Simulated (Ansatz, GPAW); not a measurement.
This is a calculation of V for GPAW 26.7.0 (ASE script). 

File run.py:

```python
from ase import Atoms
from ase.dft.bandgap import bandgap
from ase.io import write
from ase.units import Bohr, GPa
from gpaw import GPAW, PW
from gpaw.elf import elf_from_dft_calculation

atoms = Atoms(['V'],
              cell=[[-1.51435, 1.51435, 1.51435],
                    [1.51435, -1.51435, 1.51435],
                    [1.51435, 1.51435, -1.51435]],
              scaled_positions=[[0.0, 0.0, 0.0]],
              pbc=True)
atoms.set_initial_magnetic_moments([2.0])

calc = GPAW(mode=PW(600),
            xc='PBE',
            kpts={'size': (12, 12, 12), 'gamma': True},
            occupations={'name': 'methfessel-paxton', 'order': 0, 'width': 0.015},
            nbands=15,
            convergence={'density': 1e-05, 'energy': 1e-05},
            maxiter=150,
            txt='gpaw.txt')
atoms.calc = calc
energy = atoms.get_potential_energy()
forces = atoms.get_forces()
stress = atoms.get_stress()
calc.write('gs.gpw')
write('result.traj', atoms)
print(f'Energy: {energy:.6f} eV')
print('Forces (eV/A):')
print(forces.round(4))
print('Stress (GPa):', (stress / GPa).round(3))
print('Moments:', calc.get_magnetic_moments().round(3))
print('Fermi level:', round(calc.get_fermi_level(), 4), 'eV')
print(f'Gap: {bandgap(calc)[0]:.4f} eV, direct: {bandgap(calc, direct=True)[0]:.4f} eV')

# fields on the real-space grid
write('density.cube', atoms, data=calc.get_pseudo_density() * Bohr**3)
write('potential.cube', atoms, data=calc.get_electrostatic_potential())
write('spin.cube', atoms, data=(calc.get_pseudo_density(spin=0) - calc.get_pseudo_density(spin=1)) * Bohr**3)
write('elf.cube', atoms, data=elf_from_dft_calculation(calc).data)
```

Potentials or basis: GPAW PAW data sets (gpaw-data 1.2.1), pw.

Launch:

```sh
$ OMP_NUM_THREADS=1 python run.py
```

Problem. Set up the same calculation for Ansatz 0.2.0. Potentials or basis there: Ansatz PAW, cutoff 420 eV.

Solution. As run (cutoffs and basis follow the program's own potentials, and thresholds, step limits or extra output files can differ):

input.yaml

```yaml
crystal:
  lattice:
    - [-1.51435, 1.51435, 1.51435]
    - [1.51435, -1.51435, 1.51435]
    - [1.51435, 1.51435, -1.51435]
  atoms:
    - { symbol: V, position: [0.0, 0.0, 0.0], spin: 2.0 }
hamiltonian:
  xc: pbe
  pseudopotentials: { kind: paw }
magnetization:
  spin_polarized: true
kpoints:
  mp_grid: { grid: [12, 12, 12] }
scf:
  occupations: { method: gaussian, width: 0.015 }
output:
  forces: true
  stress: true
  eigenvalues: true
```

Potentials or basis: Ansatz PAW.

Command:

```bash
$ ansatz run input.yaml --threads 2 --pin off --max-ram 5632MiB --backend cpu --events-out ev --progress --plain --runs-dir out
```

Both were run:

|  | GPAW | Ansatz |
| --- | --- | --- |
| Pressure | -4.2 GPa | -5.2 GPa |
| Net moment | 0.11 μB per cell | -0.12 μB per cell |

Ansatz's pressure holds a Pulay term of +0.08 GPa for its cutoff of 420 eV, which the other run lacks.

Where Ansatz's input types no cutoff or centring, it takes its own default and a Γ-centred mesh.

The magnetic state is the one that the start led to; the real crystal's order can differ.

Pressure is positive in compression.
